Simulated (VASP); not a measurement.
Crystal: ZnS (Wurtzite-2H).

```
Zn S
1.0
     3.81100    0.00000    0.00000
    -1.90550    3.30042    0.00000
     0.00000    0.00000    6.23400
Zn S
2 2
Direct
  0.66667 0.33333 0.50000
  0.33333 0.66667 0.00000
  0.66667 0.33333 0.88500
  0.33333 0.66667 0.38500
```

- Program: VASP 6.6.1
- Task: single point
- Functional: PBE
- Potentials or basis: VASP PAW PBE potentials, release 64 (Zn, S)
- Cutoff: 520 eV
- k mesh: 8 × 8 × 5
- Occupations: fermi-dirac, width 0.05 eV
- Spin: no spin polarisation

On this cell: pressure 2.5 GPa; largest force 0.323 eV/Å; band gap on the k mesh 2.25 eV, direct.

The same run follows on a disturbed copy (atoms moved at random, drawn with an rms of 0.05 Å):

```
Zn S
1.0
     3.81100    0.00000    0.00000
    -1.90550    3.30042    0.00000
     0.00000    0.00000    6.23400
Zn S
2 2
Direct
  0.66640 0.33155 0.50024
  0.33257 0.68808 0.00560
  0.68134 0.34264 0.87989
  0.32363 0.66659 0.38994
```

Problem. What does the disturbed cell give?

Solution. The energy moves by +7.9 meV/atom; pressure 2.6 GPa; largest force 0.662 eV/Å; band gap on the k mesh 2.20 eV, direct.

Forces in eV/Å, atoms in the order of the input:
```
Zn  -0.253  0.020  0.332
Zn   0.415 -0.196  0.189
S   -0.471  0.154  0.065
S    0.308  0.022 -0.586
```

Stress tensor (GPa, compression positive):
```
 2.86  1.48  0.20
 1.48  3.47 -0.18
 0.20 -0.18  1.53
```

